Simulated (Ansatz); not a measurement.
# Mn: equation of state

One table from this session's results is given with a row withheld; the runs are named, their logs left out.

Method: DFT PBE, scalar-relativistic, in Ansatz 0.2.0.

**The structure to begin with**

The structure is cubic, space group Im-3m (No. 229). Conventional cell: a = 2.796 Å, b = 2.796 Å, c = 2.796 Å, α = 90.00°, β = 90.00°, γ = 90.00°. Mn (site symmetry m-3m) is surrounded by 8 Mn at 2.42 Å.

Structure file:

```xyz
1
Lattice="-1.3982 1.3982 1.3982 1.3982 -1.3982 1.3982 1.3982 1.3982 -1.3982" Properties=species:S:1:pos:R:3 pbc="T T T"
Mn    0.0000    0.0000    0.0000
```

The cell was relaxed by PAW from a hypothetical start (bcc type); it needn't be the stable phase of this composition.

Set-up of the first run:

The input, input.yaml:

```yaml
crystal:
  lattice:
    - [-1.3744923044, 1.3744923044, 1.3744923044]
    - [1.3744923044, -1.3744923044, 1.3744923044]
    - [1.3744923044, 1.3744923044, -1.3744923044]
  atoms:
    - { symbol: Mn, position: [0.0, 0.0, 0.0], spin: 4.0 }
magnetization:
  spin_polarized: true
kpoints:
  mp_grid: { grid: [20, 20, 20] }
scf:
  occupations: { method: fermi_dirac, width: 0.03 }
hamiltonian:
  xc: pbe
  pseudopotentials: { kind: all_electron, lapw: { basis_error: 0.0005 } }
output:
  forces: true
  stress: true
  eigenvalues: true
```

Run with:

```sh
$ ansatz run input.yaml --threads 1 --pin off --max-ram 3072MiB --backend cpu --events-out ev --progress --plain --runs-dir out
```

Steps of the session up to this table: Volume × 0.95, LAPW; Volume × 0.95, PAW; Volume × 0.95, crystal datasets; Volume × 0.975, LAPW; Volume × 0.975, PAW; Volume × 1.025, LAPW; Volume × 1.025, PAW; Volume × 1.05, LAPW; Volume × 1.05, PAW; Volume × 1.05, crystal datasets.

One of the session's tables, all rows but one given; the rest of the session is left out.

It belongs to the step «Fits». 

```
          method  volume (Å³/atom)  moment Mn (μB)
            LAPW            10.387            0.39
            LAPW            10.660               ?
            LAPW            10.934            0.87
            LAPW            11.207            0.92
            LAPW            11.480            0.97
             PAW            10.387            0.38
             PAW            10.660            0.79
             PAW            10.934            0.85
             PAW            11.207            0.91
             PAW            11.480            0.96
crystal datasets            10.387            0.38
crystal datasets            10.934            0.86
crystal datasets            11.480            0.96
```

Estimate the missing values for LAPW, 10.660.

The run gave: moment Mn (μB): 0.80. In the column «moment Mn (μB)» it lies between PAW, 10.660 (0.79) and PAW, 10.934 (0.85).

To keep in mind: Other magnetic orders may lie lower; this is the state that the run reached. Warnings in the runs' records: seeded moment not kept, printed levels off, crystal datasets made, band levels unverified.
